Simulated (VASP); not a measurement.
# BN (F-43m) in VASP: further runs, part 2 of 2

VASP 6.6.1. The steps go on from the part before.

## (3) Band structure, r2SCAN0

POSCAR reads:

```
BN
1.0
    0.0000000000      1.8130010000      1.8130010000
    1.8130010000      0.0000000000      1.8130010000
    1.8130010000      1.8130010000      0.0000000000
N B
1 1
Direct
    0.2500000000      0.2500000000      0.2500000000
    0.0000000000      0.0000000000      0.0000000000
```

INCAR.step1 reads:

```
  ALGO = Normal
  EDIFF = 1E-5
  ENCUT = 520
  GGA = PE
  ISIF = 2
  ISMEAR = -1
  LASPH = T
  LCHARG = F
  LREAL = F
  LWAVE = T
  NBANDS = 11
  NELM = 80
  PREC = Accurate
  SIGMA = 0.05
```

INCAR.step2 reads:

```
  AEXX = 0.25
  ALGO = Normal
  EDIFF = 1E-6
  ENCUT = 520
  HFRCUT = -1
  ISIF = 2
  ISMEAR = -1
  ISTART = 1
  LASPH = T
  LCHARG = F
  LHFCALC = T
  LMIXTAU = T
  LREAL = F
  LWAVE = F
  METAGGA = R2SCAN
  NBANDS = 11
  NELM = 80
  PREC = Accurate
  PRECFOCK = Fast
  SIGMA = 0.05
```

KPOINTS reads:

```
k-points
0
Gamma
  7 7 7
```

KPOINTS_OPT reads:

```
path GXWKGLUWLK,UX
10
line-mode
reciprocal
 0.0000000000  0.0000000000  0.0000000000  G
 0.5000000000  0.0000000000  0.5000000000  X

 0.5000000000  0.0000000000  0.5000000000  X
 0.5000000000  0.2500000000  0.7500000000  W

 0.5000000000  0.2500000000  0.7500000000  W
 0.3750000000  0.3750000000  0.7500000000  K

 0.3750000000  0.3750000000  0.7500000000  K
 0.0000000000  0.0000000000  0.0000000000  G

 0.0000000000  0.0000000000  0.0000000000  G
 0.5000000000  0.5000000000  0.5000000000  L

 0.5000000000  0.5000000000  0.5000000000  L
 0.6250000000  0.2500000000  0.6250000000  U

 0.6250000000  0.2500000000  0.6250000000  U
 0.5000000000  0.2500000000  0.7500000000  W

 0.5000000000  0.2500000000  0.7500000000  W
 0.5000000000  0.5000000000  0.5000000000  L

 0.5000000000  0.5000000000  0.5000000000  L
 0.3750000000  0.3750000000  0.7500000000  K

 0.6250000000  0.2500000000  0.6250000000  U
 0.5000000000  0.0000000000  0.5000000000  X
```

Potentials or basis: VASP PAW PBE potentials, release 64 (N, B).

Run with:

```sh
cat potpaw_PBE.64/N/POTCAR potpaw_PBE.64/B/POTCAR > POTCAR
cp INCAR.step1 INCAR
mpirun -np 1 vasp_std > vasp.out
cp INCAR.step2 INCAR
mpirun -np 1 vasp_std > vasp.out
```

OUTCAR:

```text
AEXX = 0.25
   EDIFF = 1E-6
   ENCUT = 520
   ISIF = 2
   ISMEAR = -1
   ISTART = 1
   LASPH = T
   LHFCALC = T
   LREAL = F
   METAGGA = R2SCAN
   NELM = 80
   PREC = Accurate
   PRECFOCK = Fast

 ion  position               nearest neighbor table
   1  0.250  0.250  0.250-   2 1.57   2 1.57   2 1.57   2 1.57
   2  0.000  0.000  0.000-   1 1.57   1 1.57   1 1.57   1 1.57

  LATTYP: Found a face centered cubic cell.
 ALAT       =     3.6260020000

  Lattice vectors:

 A1 = (   0.0000000000,   1.8130010000,   1.8130010000)
 A2 = (   1.8130010000,   0.0000000000,   1.8130010000)
 A3 = (   1.8130010000,   1.8130010000,   0.0000000000)

Analysis of symmetry for initial positions (statically):
=====================================================================
 Subroutine PRICEL returns:
 Original cell was already a primitive cell.

 Routine SETGRP: Setting up the symmetry group for a
 face centered cubic supercell.

 Subroutine GETGRP returns: Found 24 space group operations
 (whereof 24 operations were pure point group operations)
 out of a pool of 48 trial point group operations.

The static configuration has the point symmetry T_d .

Analysis of symmetry for dynamics (positions and initial velocities):
=====================================================================
 Subroutine PRICEL returns:
 Original cell was already a primitive cell.

 Routine SETGRP: Setting up the symmetry group for a
 face centered cubic supercell.

 Subroutine GETGRP returns: Found 24 space group operations
 (whereof 24 operations were pure point group operations)
 out of a pool of 48 trial point group operations.

The dynamic configuration has the point symmetry T_d .

 Subroutine INISYM returns: Found 24 space group operations
 (whereof 24 operations are pure point group operations),
 and found     1 'primitive' translations

----------------------------------------------------------------------------------------

                                     Primitive cell

  volume of cell :      11.9186

  direct lattice vectors                    reciprocal lattice vectors
     0.000000000  1.813001000  1.813001000    -0.275785838  0.275785838  0.275785838
     1.813001000  0.000000000  1.813001000     0.275785838 -0.275785838  0.275785838
     1.813001000  1.813001000  0.000000000     0.275785838  0.275785838 -0.275785838

  length of vectors
     2.563970603  2.563970603  2.563970603     0.477675083  0.477675083  0.477675083

  position of ions in fractional coordinates (direct lattice)
     0.250000000  0.250000000  0.250000000
     0.000000000  0.000000000  0.000000000

  ion indices of the primitive-cell ions
   primitive index   ion index
                 1           1
                 2           2

----------------------------------------------------------------------------------------

 KPOINTS: k-points

Automatic generation of k-mesh.
 Grid dimensions read from file:
 generate k-points for:    7    7    7

 Generating k-lattice:
[... 40 lines left out ...]
   number of dos      NEDOS =    301   number of ions     NIONS =      2
   total plane-waves  NPLWV =   8000
   dimension x,y,z NGX =    20 NGY =   20 NGZ =   20
   dimension x,y,z NGXF=    40 NGYF=   40 NGZF=   40
   ions per type =               1   1
   NGX,Y,Z   is equivalent  to a cutoff of  12.97, 12.97, 12.97 a.u.
   NGXF,Y,Z  is equivalent  to a cutoff of  25.94, 25.94, 25.94 a.u.
 SYSTEM =  unknown system
   PREC   = accura    normal or accurate (medium, high low for compatibility)
   ISTART =      1    job   : 0-new  1-cont  2-samecut
   ICHARG =      0    charge: 1-file 2-atom 10-const
   ISPIN  =      1    spin polarized calculation?
   LNONCOLLINEAR =      F non collinear calculations
   LSORBIT =      F    spin-orbit coupling
   LASPH  =      T    aspherical Exc in radial PAW
   ENCUT  =  520.0 eV  38.22 Ry    6.18 a.u.   4.77  4.77  4.77*2*pi/ulx,y,z
   NELM   =     80;   NELMIN=  2; NELMDL=  0     # of ELM steps
   EDIFF  = 0.1E-05   stopping-criterion for ELM
   LREAL  =      F    real-space projection
   EDIFFG = 0.1E-04   stopping-criterion for IOM
   NSW    =      0    number of steps for IOM
   IBRION =     -1    ionic relax: 0-MD 1-quasi-New 2-CG
   NFREE  =      0    steps in history (QN), initial steepest desc. (CG)
   ISIF   =      2    stress and relaxation
   ISYM   =      3    0-nonsym 1-usesym 2-fastsym
   POTIM  = 0.5000    time-step for ionic-motion
   TEBEG  =    0.0;   TEEND  =   0.0 temperature during run
   PSTRESS=    0.0 pullay stress
   NELECT =       8.0000    total number of electrons
   NUPDOWN=      -1.0000    fix difference up-down
   EMIN   =  10.00;   EMAX   =-10.00  energy-range for DOS
   EFERMI =   0.00;   METHOD = LEGACY
   ISMEAR =    -1;   SIGMA  =   0.05  broadening in eV -4-tet -1-fermi 0-gaus
   EFERMI_NEDOS =   21; number of points for ismear=-14 and -15
   IALGO  =     38    algorithm
   IMIX   =      1    mixing-type and parameters
     AMIX     =   0.40;   BMIX     =  1.00
     AMIX_MAG =   1.60;   BMIX_MAG =  1.00
  volume/ion in A,a.u.               =       5.96        40.22
  Fermi-wavevector in a.u.,A,eV,Ry     =   1.433387  2.708709 27.954506  2.054598
  Thomas-Fermi vector in A             =   2.552911
   LORBIT       =      0    0 simple, 1 ext, 2 COOP (PROOUT), +10 PAW based schemes
   METAGGA = R2SCAN    functional components
   LHFCALC =     T    Hartree Fock is set to
   PRECFOCK=fast      Normal, Fast or Accurate (Low or Medium for compatibility)
   ENCUT4O =  -1.0   cutoff for four orbital integrals eV
   NKREDX  =     1    reduce k-point grid by
   NKREDY  =     1    reduce k-point grid by
   NKREDZ  =     1    reduce k-point grid by
   AEXX    =    0.2500 exact exchange contribution
   HFSCREEN=    0.0000 screening length (either q_TF or 0.3 A-1)
   HFSCREENC=   0.0000 screening length for correlation (either q_TF or 0.3 A-1)
   ENCUTFOCK=  -1.0 apply spherical cutoff to Coloumb kernel
   IVDW    =     0    specifies the selected vdW correction
   LEPSILON=     F    determine dielectric tensor
   LRPA    =     F    only Hartree local field effects (RPA)
 non-spin polarized calculation
  energy-cutoff  :      520.00
  volume of cell :       11.92
 maximum number of plane-waves:       331
  NGX = 12; NGY = 12; NGZ = 12

 number of electron       7.9999999 magnetization

 Free energy of the ion-electron system (eV)
  ---------------------------------------------------
  ext. energy  EPLUGINS =         0.00000000
  ---------------------------------------------------
  free energy    TOTEN  =       -22.50770672 eV

  energy without entropy =      -22.50770672  energy(sigma->0) =      -22.50770672

 E-fermi :   6.9759     XC(G=0): -10.5390

 val. band max:        5.9716055670   @ k =   0.0000   0.0000   0.0000
 cond. band min:      13.0944433974   @ k =   0.4286   0.4286   0.0000
 fundamental gap:      7.1228378304
 Fermi energy:         6.9759479452

 k-point     1 :       0.0000    0.0000    0.0000
  band No.  band energies     occupation
      1     -16.7383      2.00000
      2       5.9716      2.00000
      3       5.9716      2.00000
      4       5.9716      2.00000
      5      17.6669      0.00000
      6      17.6669      0.00000
      7      17.6669      0.00000
      8      19.1339      0.00000
      9      34.1980      0.00000
     10      37.0092      0.00000
     11      37.0092      0.00000
[... 253 lines left out ...]
 k-point    20 :      -0.2857    0.4286    0.1429
  band No.  band energies     occupation
      1     -10.5858      2.00000
      2      -2.9053      2.00000
      3      -2.2352      2.00000
      4       0.3967      2.00000
      5      17.5595      0.00000
      6      22.3002      0.00000
      7      23.9712      0.00000
      8      25.3022      0.00000
      9      28.3504      0.00000
     10      35.6060      0.00000
     11      38.1679      0.00000

------------------------ aborting loop because EDIFF is reached ----------------------------------------

  FORCE on cell =-STRESS in cart. coord.  units (eV):
  Direction    XX          YY          ZZ          XY          YZ          ZX
  --------------------------------------------------------------------------------------
  -------------------------------------------------------------------------------------
  Total       -0.7972160     -0.7972160     -0.7972160      0.0000000      0.0000000      0.0000000
  in kB     -107.1673483   -107.1673483   -107.1673483      0.0000000      0.0000000      0.0000000
  external PRESSURE =    -107.1673483 kB  Pullay stress =       0.0000000 kB

 VOLUME and BASIS-vectors are now :
 -----------------------------------------------------------------------------
  energy-cutoff  :      520.00
  volume of cell :       11.92
      direct lattice vectors                 reciprocal lattice vectors
     0.000000000  1.813001000  1.813001000    -0.275785838  0.275785838  0.275785838
     1.813001000  0.000000000  1.813001000     0.275785838 -0.275785838  0.275785838
     1.813001000  1.813001000  0.000000000     0.275785838  0.275785838 -0.275785838

 POSITION                                       TOTAL-FORCE (eV/Angst)
 -----------------------------------------------------------------------------------
      0.90650      0.90650      0.90650         0.000000     -0.000000     -0.000000
      0.00000      0.00000      0.00000        -0.000000      0.000000      0.000000
 -----------------------------------------------------------------------------------
    total drift:                                0.000001     -0.000001      0.000000

  FREE ENERGIE OF THE ION-ELECTRON SYSTEM (eV)
  ---------------------------------------------------
  free  energy   TOTEN  =       -22.5077067241 eV

  energy  without entropy=      -22.5077067240  energy(sigma->0) =      -22.50770672
```

Wall time 6.3 min (1 thread of AMD EPYC 9R45 (Zen 5), shared host); peak memory 0.12 GiB.

What came out:

* Free energy: -22.5077 eV
* Pressure: -10.7 GPa
* Band gap on the k mesh: 7.12 eV, indirect (least direct gap 11.70 eV)
* Band gap along the path: 6.85 eV, indirect (least direct gap 11.70 eV)

Levels at the corners of the path, in eV from the valence-band top:
| point | band 2 | band 3 | band 4 | band 5 | band 6 | band 7 |
| --- | --- | --- | --- | --- | --- | --- |
| Γ | 0.00 | 0.00 | 0.00 | 11.70 | 11.70 | 11.70 |
| X | -10.00 | -5.41 | -5.41 | 6.85 | 11.81 | 21.91 |
| X | -10.00 | -5.41 | -5.41 | 6.85 | 11.81 | 21.91 |
| W | -8.58 | -7.66 | -7.06 | 12.43 | 16.60 | 17.61 |
| W | -8.58 | -7.66 | -7.06 | 12.43 | 16.60 | 17.61 |
| K | -9.14 | -8.38 | -4.49 | 9.46 | 15.90 | 19.50 |
| K | -9.14 | -8.38 | -4.49 | 9.46 | 15.90 | 19.50 |
| Γ | 0.00 | 0.00 | 0.00 | 11.70 | 11.70 | 11.70 |
| Γ | 0.00 | 0.00 | 0.00 | 11.70 | 11.70 | 11.70 |
| L | -11.83 | -2.15 | -2.15 | 12.87 | 13.69 | 13.69 |
| L | -11.83 | -2.15 | -2.15 | 12.87 | 13.69 | 13.69 |
| U | -9.14 | -8.38 | -4.49 | 9.46 | 15.90 | 19.50 |
| U | -9.14 | -8.38 | -4.49 | 9.46 | 15.90 | 19.50 |
| W | -8.58 | -7.66 | -7.06 | 12.43 | 16.60 | 17.61 |
| W | -8.58 | -7.66 | -7.06 | 12.43 | 16.60 | 17.61 |
| L | -11.83 | -2.15 | -2.15 | 12.87 | 13.69 | 13.69 |
| L | -11.83 | -2.15 | -2.15 | 12.87 | 13.69 | 13.69 |
| K | -9.14 | -8.38 | -4.49 | 9.46 | 15.90 | 19.50 |
| U | -9.14 | -8.38 | -4.49 | 9.46 | 15.90 | 19.50 |
| X | -10.00 | -5.41 | -5.41 | 6.85 | 11.81 | 21.91 |

Caveat: the k mesh is coarse (spacing up to 0.43 Å⁻¹), so the values aren't converged, least of all with exact exchange; the PAW data sets were made with another functional, which shifts forces and pressure a little; the mesh misses the band edges, which the band path finds closer together.

## (4) The reference run

An earlier run on the cell as given: functional PBEsol; potentials or basis VASP PAW PBE potentials, release 64 (N, B); cutoff 520 eV; k mesh 13 × 13 × 13; occupations fermi-dirac, width 0.05 eV; no spin polarisation.

- Pressure: -5.7 GPa
- Band gap on the k mesh: 4.34 eV, indirect (least direct gap 8.72 eV)

## (5) The runs side by side

| task | level | k mesh | grid for exact exchange (PRECFOCK) | exchange at q = 0 | ladder | mesh quality | gap on the mesh (eV) | pressure (GPa) |
| --- | --- | --- | --- | --- | --- | --- | --- | --- |
| band structure | TPSS | 13 × 13 × 13 | - | - | - | not flagged | 4.53 | -0.2 |
| band structure | r2SCAN0 | 7 × 7 × 7 | Fast | truncated | - | coarse | 7.12 | -10.7 |
| single point | PBEsol | 13 × 13 × 13 | - | - | free | not flagged | 4.34 | -5.7 |

Alike in all rows: potentials or basis VASP PAW PBE potentials, release 64 (N, B); no spin polarisation; cell as given; cutoff (eV) 520; smearing fermi-dirac 0.05 eV.

Caveats: some runs use coarse meshes; the PAW data sets were made with another functional, which shifts forces and pressure a little; the mesh misses the band edges, which the band path finds closer together (some runs); an odd mesh through Γ misses points on the zone boundary, where band edges often lie (some runs).

Total energies depend on the potentials used, so only differences within one code and one set of settings carry meaning.

## (6) Against experiment

Step 2. Measured gap of BN: 6.4 eV (indirect; 300 K; a printed reference work, monograph). This calculation gives 4.45 eV (-1.95 eV). The value is that of TPSS, without temperature or zero-point motion. The cell is a database's relaxed one, not the measured one, which moves gaps too.
